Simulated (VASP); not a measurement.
A run of VASP 6.6.1 is set up as follows.

Contents of INCAR:

```
SYSTEM = ZnCu2SnS4
PREC = Accurate ; ENCUT = 520
EDIFF = 1E-6 ; ISMEAR = 0
SIGMA = 0.03 ; LREAL = .FALSE.
LASPH = .TRUE. ; NELM = 80
ALGO = Normal ; ISIF = 2
LWAVE = .FALSE. ; LCHARG = .FALSE.
LMAXMIX = 4 ; GGA = PS
NBANDS = 46 ; ICORELEVEL = 1
KPAR = 4
```

KPOINTS

```
Automatic mesh
0
G
  10 10 10
  0 0 0
```

The input POSCAR:

```
ZnCu2SnS4                               
1.0
   -2.6902781645      2.6902781738      5.3774036620
    2.6902781645     -2.6902781738      5.3774036620
    2.6902781738      2.6902781645     -5.3774036620
  Zn              Cu              Sn              S             
     1     2     1     4
Direct
     0.2500000000000000    0.7500000000000000    0.5000000000000000
     1.0000000000000000    1.0000000000000000    1.0000000000000000
     0.7500000000000000    0.2500000000000000    0.5000000000000000
     0.5000000000000000    0.5000000000000000    1.0000000000000000
     0.3705663334532039    0.8976937955304338    0.0086890794957681
     0.1023062044695662    0.1109952839653343    0.4728725379227772
     0.8890047160346657    0.3618772539574429    0.9913109205042319
     0.6381227460425571    0.6294336665467961    0.5271274620772228
```

Contents of KPOINTS_OPT:

```
explicit points
173
Reciprocal
 0.0000000000  0.0000000000  0.0000000000 1
 0.0000000000  0.0000000000  0.0357142857 1
 0.0000000000  0.0000000000  0.0714285714 1
 0.0000000000  0.0000000000  0.1071428571 1
 0.0000000000  0.0000000000  0.1428571429 1
 0.0000000000  0.0000000000  0.1785714286 1
[... 165 lines left out ...]
-0.1254335710  0.1254335710  0.5000000000 1
 0.5000000000  0.5000000000 -0.1254335710 1
```

Potentials or basis: VASP PAW PBE potentials, release 64 (Zn, Cu, Sn_d, S).

The run is started by

```sh
$ cat potpaw_PBE.64/Zn/POTCAR potpaw_PBE.64/Cu/POTCAR potpaw_PBE.64/Sn_d/POTCAR potpaw_PBE.64/S/POTCAR > POTCAR
$ mpirun -np 4 vasp_std > vasp.out
```

**Question.** Estimate the pressure.

**Answer.** 0.0 GPa.

**Question.** What does it give for the largest force?

**Answer.** 0.003 eV/Å.

Core levels (eV, on the scale of the bands):
| atom | levels |
| --- | --- |
| 1 Zn | 1s -9516.4, 2s -1150.0, 2p -995.6, 3s -121.0, 3p -75.1 |
| 2 Cu | 1s -8842.9, 2s -1055.2, 2p -909.6, 3s -106.9, 3p -64.3 |
| 3 Cu | 1s -8842.9, 2s -1055.2, 2p -909.6, 3s -106.9, 3p -64.3 |
| 4 Sn | 1s -28998.4, 2s -4369.9, 2p -3921.5, 3s -836.1, 3p -689.7, 3d -464.4, 4s -125.1, 4p -80.9 |
| 5 S | 1s -2395.1, 2s -201.1, 2p -145.9 |
| 6 S | 1s -2395.1, 2s -201.1, 2p -145.9 |

Caveat: the PAW data sets were made with another functional, which shifts forces and pressure a little; spin-orbit coupling is left out, which moves the levels of the heavy elements.
